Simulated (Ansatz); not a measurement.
## Ir under changes of volume

One of the cells (14.059 Å³/atom); the others are scaled copies at fixed shape and fractional positions:

```
CELL_PARAMETERS angstrom
0.00000 1.91560 1.91560
1.91560 0.00000 1.91560
1.91560 1.91560 0.00000
ATOMIC_POSITIONS crystal
Ir 0.00000 0.00000 0.00000
```

| Item | Value |
| --- | --- |
| Program | Ansatz 0.2.0 |
| Functional | PBE |
| Potentials or basis | all-electron LAPW, scalar-relativistic |
| Cutoff | 306 eV (chosen from the basis error) |
| Basis error allowed | 0.0005 eV/atom |
| k mesh | 12 × 12 × 12 |
| Occupations | fermi-dirac, width 0.05 eV |
| Spin | no spin polarisation |

```csv
volume (Å³/atom),energy over the lowest point (meV/atom),pressure (GPa)
13.215,142.60,40.1
13.496,81.96,29.3
13.778,39.27,19.7
14.059,?,?
14.340,0.00,3.5
14.621,0.08,-3.3
14.902,11.38,-9.3
```

Question: What does the run at 14.059 Å³/atom give?

Answer: Energy over the lowest point 12.54 meV/atom; pressure 11.1 GPa.

Worked out: A Birch-Murnaghan fit of order 3 (a polynomial in V^(-2/3)) to the other rows has its minimum at 14.48 Å³/atom with B0 = V·E''(V) = 349 GPa and B' = 5.0. It gives 12.54 meV/atom at 14.059 Å³/atom, against the run's 12.54, and -dE/dV = 11.0 GPa, against 11.1.

Energies are extrapolated to zero smearing.

The runs don't all hold the same shells in valence.
